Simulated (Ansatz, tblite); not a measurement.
# S with GFN1-xTB from a Python script

These are simulated results from tblite 0.8.0, not measurements. The cell began as a database structure and was relaxed with r2SCAN+rVV10 in plane waves (Ansatz 0.2.0). All runs are without spin polarisation.

It is trigonal, R-3 (No. 148); a = 10.722 Å, c = 4.185 Å in the conventional setting, 23.15 Å³ an atom. Around S lie 2 S at 2.07 Å.

tblite solves periodic systems at the zone centre alone, so the script builds a cluster of 1×1×2 conventional cells (36 atoms), which folds in a coarse mesh of k points.

Input script:

```python
import json
from ase import Atoms
from ase.build import make_supercell
from ase.units import Bohr, GPa, Hartree
from tblite.interface import Calculator

atoms = Atoms(['S', 'S', 'S', 'S', 'S', 'S'],
              cell=[[5.3612127, 3.0952976, 1.39494632], [-5.3612127, 3.0952976, 1.39494632], [0.0, -6.1905952, 1.39494632]],
              scaled_positions=[[0.255197801, 0.148557004, 0.914244351], [0.914244351, 0.255197801, 0.148557004], [0.148557004, 0.914244351, 0.255197801], [0.744802199, 0.851442996, 0.085755649], [0.085755649, 0.744802199, 0.851442996], [0.851442996, 0.085755649, 0.744802199]],
              pbc=True)
cluster = make_supercell(atoms, [[1, -1, 0], [0, 1, -1], [2, 2, 2]])
calc = Calculator('GFN1-xTB', cluster.numbers, cluster.positions / Bohr, lattice=cluster.cell[:] / Bohr, periodic=cluster.pbc)
calc.set('temperature', 0.02 / Hartree)
calc.set('max-iter', 150)
res = calc.singlepoint()
levels = res.get('orbital-energies') * Hartree
nv = round(res.get('orbital-occupations').sum() / 2)
cells = len(cluster) // len(atoms)
out = {'energy_per_cell': res.get('energy') * Hartree / cells, 'homo': levels[nv - 1], 'lumo': levels[nv],
       'stress': (-res.get('virial') * Hartree / cluster.get_volume() / GPa).tolist(), 'charges': res.get('charges')[:len(atoms)].tolist(), 'electrons': 2 * nv / cells}
json.dump(out, open('results.json', 'w'))
for key, value in out.items():
    print(key, value)
```

Command: `python run.py`. It took 1 s on 1 thread of Arm Neoverse V2, on a shared host, peak memory 0.11 GiB.

The log:

```
------------------------------------------------------------
  cycle        total energy    energy error   density error
------------------------------------------------------------
      1     -133.4296806664  -1.3339323E+02   4.8244075E-02
      2     -133.4296813720  -7.0562095E-07   2.8912590E-02
      3     -133.4296817606  -3.8855239E-07   7.8836306E-05
      4     -133.4296817606  -1.7138291E-11   4.5489376E-05
      5     -133.4296817606  -8.6686214E-12   5.3437010E-08
------------------------------------------------------------

 total:                                   0.481 sec
energy_per_cell -605.1344295826241
homo -10.614720220008705
lumo -7.995453677084477
stress [[-2.8753699140499798, 5.646857020776389e-08, 1.881881778704847e-08], [5.6468570185075385e-08, -2.8753699585787547, -5.89320568658538e-08], [1.881881780770781e-08, -5.893205713074209e-08, -1.7427910126777084]]
charges [3.863130536296833e-08, 9.603250761269777e-08, 4.462722248688156e-08, -6.49991562517993e-08, -7.554857586744568e-09, -5.87274569807672e-08]
electrons 36.0
```

The cycle table is in hartree for the whole cluster, and the lines after it are in eV (the energy for one cell). The printed stress is in GPa and positive in compression, and the pressure is its mean diagonal.

GFN1-xTB gives a gap of 2.62 eV. On the same cell, plane-wave PBE (Ansatz, 6×6×6 k points and the special points) gives a gap of 1.84 eV and r2SCAN a gap of 2.13 eV; on shared hosts these took about 7.8 and 18 core-seconds on the 6-atom cell, against 1 for the script. Semilocal gaps usually lie below measured ones. xTB was fitted to molecules, so gaps, charges and pressures of solids can be far off, and the gap also depends on the size of the cluster.

The same script was run on cells scaled at fixed shape and fractional coordinates:

```json
{"volume (Å³/atom)": "20.37", "energy (meV/atom)": "38.2", "pressure (GPa, positive in compression)": "8.03", "gap (eV)": "2.73"}
{"volume (Å³/atom)": "21.76", "energy (meV/atom)": "-3.5", "pressure (GPa, positive in compression)": "1.93", "gap (eV)": "2.68"}
{"volume (Å³/atom)": "23.15", "energy (meV/atom)": "0.0", "pressure (GPa, positive in compression)": "-2.50", "gap (eV)": "2.62"}
{"volume (Å³/atom)": "24.54", "energy (meV/atom)": "36.4", "pressure (GPa, positive in compression)": "-5.74", "gap (eV)": "2.54"}
{"volume (Å³/atom)": "25.93", "energy (meV/atom)": "97.0", "pressure (GPa, positive in compression)": "-8.11", "gap (eV)": "2.46"}
```

A Birch-Murnaghan fit puts the minimum at 22.31 Å³/atom, 3.6 % below the given cell, with a bulk modulus of 73.2 GPa at fixed shape.

xTB was fitted mostly to molecules, and a small cluster samples few k points, so gaps, pressures and kinks along a curve can be far from a solid's.
